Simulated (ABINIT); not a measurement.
The system is P.

```xyz
2
Lattice="1.7257 0.9963 3.1297 -1.7257 0.9963 3.1297 0.0000 -1.9927 3.1297" Properties=species:S:1:pos:R:3 pbc="T T T"
P     0.0000    0.0000    7.2570
P     0.0000    0.0000    2.1321
```

This isn't the form of P at room conditions, which is orthorhombic.

| Property | Result |
| --- | --- |
| Program | ABINIT 10.8.3 (patched build) |
| Task | relaxation of cell and atoms |
| Functional | PBEsol |
| Potentials or basis | PseudoDojo NC SR PBEsol v0.4.1 standard |
| Cutoff | 599 eV |
| k mesh | 7 × 7 × 7 |
| Occupations | fermi-dirac, width 0.05 eV |
| Spin | no spin polarisation |

At the start: pressure -2.0 GPa; volume 16.14 Å³/atom.

Question: Where does the relaxation end?

Answer: Over 11 steps the energy falls by 13.0 meV/atom and the volume is 15.23 Å³/atom (-5.6 %); space group R-3m (No. 166, to 0.05 Å).

The path:
```
step  energy change (eV)  largest force (eV/Å)  pressure (GPa)  volume (Å³)
   1              0.0000                0.2331           -1.97        32.29
   2             -0.0039                0.2364           -1.66        32.09
   3             -0.0202                0.1436            2.04        30.21
   4             -0.0227                0.1248            1.03        30.57
   5             -0.0246                0.0672            0.23        30.76
   6             -0.0257                0.0146           -0.11        30.75
   7             -0.0259                0.0027           -0.08        30.65
   8             -0.0260                0.0020           -0.02        30.56
   9             -0.0261                0.0017            0.01        30.49
  10             -0.0261                0.0002            0.01        30.46
  11             -0.0261                0.0001            0.00        30.46
```

Final structure:
```yaml
crystal:
  lattice:
    - [1.71972, 0.99288, 2.97355]
    - [-1.71972, 0.99288, 2.97355]
    - [0.00000, -1.98576, 2.97355]
  atoms:
    - { symbol: P, position: [0.76789, 0.76789, 0.76789] }
    - { symbol: P, position: [0.23211, 0.23211, 0.23211] }
```
